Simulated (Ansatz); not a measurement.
Tc, DFT, PBE, all-electron PAW with datasets made for the crystal, scalar-relativistic (Ansatz 0.2.0), run on 1 thread of Arm Neoverse V1 on a shared host.

The geometry is COD entry 1534910, unchecked; take it as a test cell.

Command: `ansatz run input.yaml --threads 1 --pin off --max-ram 2048MiB --backend cpu --events-out ev --progress --plain --runs-dir out`

```yaml
crystal:
  lattice:
    - [0.0, 1.95, 1.95]
    - [1.95, 0.0, 1.95]
    - [1.95, 1.95, 0.0]
  atoms:
    - { symbol: Tc, position: [0.0, 0.0, 0.0] }
kpoints:
  mp_grid: { grid: [18, 18, 18] }
  band_path:
    path:
      - [0.0, 0.0, 0.0]
      - [0.5, 0.0, 0.5]
      - [0.625, 0.25, 0.625]
      - [0.375, 0.375, 0.75]
      - [0.0, 0.0, 0.0]
      - [0.5, 0.5, 0.5]
      - [0.5, 0.25, 0.75]
      - [0.5, 0.0, 0.5]
    npoints: 8
scf:
  occupations: { method: fermi_dirac, width: 0.03 }
hamiltonian:
  xc: pbe
  pseudopotentials: { kind: all_electron, datasets: crystal }
output:
  forces: true
  stress: true
  eigenvalues: true
  efg: { contact_densities: true }
```

Problem. How large is the problem that the program sets up?

Solution. 195 irreducible k-points, 169 plane waves at Γ, 8 bands.

Problem. Estimate the wall time and the peak memory.

Solution. 11 s of wall time for 6 SCF iterations, with a peak of 0.42 GiB. Times on shared machines scatter by tens of per cent.

Problem. And the same cell and mesh by full-potential LAPW, asked for forces, stress, eigenvalues, populations, dos and the same band path, on the same hardware?

Solution. 24 s, peak memory 0.43 GiB.
